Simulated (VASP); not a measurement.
# Settings for NaH: energy along a vibration (SMASS = -2)

NaH, Fm-3m (no. 225), atoms displaced along the mode, 2 atoms in the cell. PBE, energy along a line of displacements; PAW potentials Na, H (PBE set). VASP 6.6.1.

Wanted: harmonic frequency within 1 %.

Space group without the displacement: Fm-3m (no. 225); Mode: optical mode at Gamma along x.

POSCAR of the starting run:
```
NaH
1.0
    0.0000000000      2.4400000000      2.4400000000
    2.4400000000      0.0000000000      2.4400000000
    2.4400000000      2.4400000000      0.0000000000
Na H
1 1
Direct
    0.0006885886     -0.0006885886     -0.0006885886
    0.4842951460      0.5157048540      0.5157048540

    0.0008400781   0.0000000000   0.0000000000
   -0.0191599219   0.0000000000   0.0000000000
```

The series start from k mesh: 5 × 5 × 5; Cutoff (eV): 330; Step along the mode (Å): 0.02; Extrapolation between steps (IWAVPR): 11. Each series keeps the choices made before it, and each single choice may use up half of a tolerance.

## k mesh

| k mesh | Harmonic frequency (THz) | Time (s) |
|---|---|---|
| 3 × 3 × 3 | 13.96 | 6.8 |
| 4 × 4 × 4 | 13.96 | 8.6 |
| 5 × 5 × 5 | 13.95 | 12 |
| 7 × 7 × 7 | 13.95 | 20 |
| 8 × 8 × 8 (reference) | 13.95 | 28 |

## Cutoff (eV)

| Cutoff (eV) | Harmonic frequency (THz) | Time (s) |
|---|---|---|
| 180 | 13.86 | 4.2 |
| 220 | 14.02 | 5.3 |
| 250 | 13.95 | 5.1 |
| 290 | 13.99 | 6.1 |
| 330 | 13.96 | 6.8 |
| 380 (reference) | 13.85 | 7.7 |

## Extrapolation between steps (IWAVPR)

| Extrapolation between steps (IWAVPR) | Harmonic frequency (THz) | Time (s) |
|---|---|---|
| 11 | 13.85 | 7.8 |
| 12 | 13.85 | 6.9 |
| 0 | 13.85 | 8.3 |

## Question

The rows run from the loosest to the tightest (no order: extrapolation between steps). For each series: choose the loosest value from which every tighter one stays within half of the tolerance; where there is no order, keep the first row unless others stay within half of the tolerance and take at least 30 % less time, and then take the fastest.

## Answer

- k mesh: 3 × 3 × 3
- Cutoff (eV): 380, the tightest run, since the next looser one is off by more than half of the tolerance (convergence isn't shown beyond it)
- Extrapolation between steps (IWAVPR): 11

Also changed on the way, by series that aren't shown: Step along the mode (Å): 0.08.

## All choices together

| Input | Harmonic frequency (THz) | Time (s) |
|---|---|---|
| defaults on a coarse mesh (naive) | 14.11 | 1.9 |
| chosen settings | 13.85 | 7.8 |
| reference settings throughout | 13.83 | 23 |

The chosen settings stay within the tolerance of the reference run, but the reference itself isn't shown to be converged in: Cutoff (eV).

## The input

INCAR:
```
  GGA = PE
  PREC = Accurate
  ENCUT = 380
  EDIFF = 1E-7
  ALGO = Normal
  LREAL = False
  LASPH = True
  ISMEAR = 0
  SIGMA = 0.03
  ISYM = 0
  LWAVE = False
  LCHARG = False
  IBRION = 0
  SMASS = -2
  POTIM = 1
  NSW = 9
  NELMIN = 4
  IWAVPR = 11
  KPAR = 2
```

KPOINTS:
```
Automatic mesh
0
Gamma
  3 3 3
  0 0 0
```

POSCAR:
```
NaH
1.0
    0.0000000000      2.4400000000      2.4400000000
    2.4400000000      0.0000000000      2.4400000000
    2.4400000000      2.4400000000      0.0000000000
Na H
1 1
Direct
    0.0027543544     -0.0027543544     -0.0027543544
    0.4371805839      0.5628194161      0.5628194161

    0.0033603123   0.0000000000   0.0000000000
   -0.0766396877   0.0000000000   0.0000000000
```

Commands:
```
cat potpaw_PBE.64/Na/POTCAR potpaw_PBE.64/H/POTCAR > POTCAR
mpirun -np 2 vasp_std > vasp.out
```

The chosen input took VASP 6.6.1 7.8 s on 2 cores (Intel Xeon Platinum 8259CL @ 2.50GHz (Skylake/Cascade Lake)), a shared host.

## An input that fails: POTIM multiplies the typed steps tenfold

It runs to its end, but against the unchanged starting input it is off by 3187 % in the harmonic frequency.

Changes against the starting input:
```
- POTIM = 1
+ POTIM = 10
```
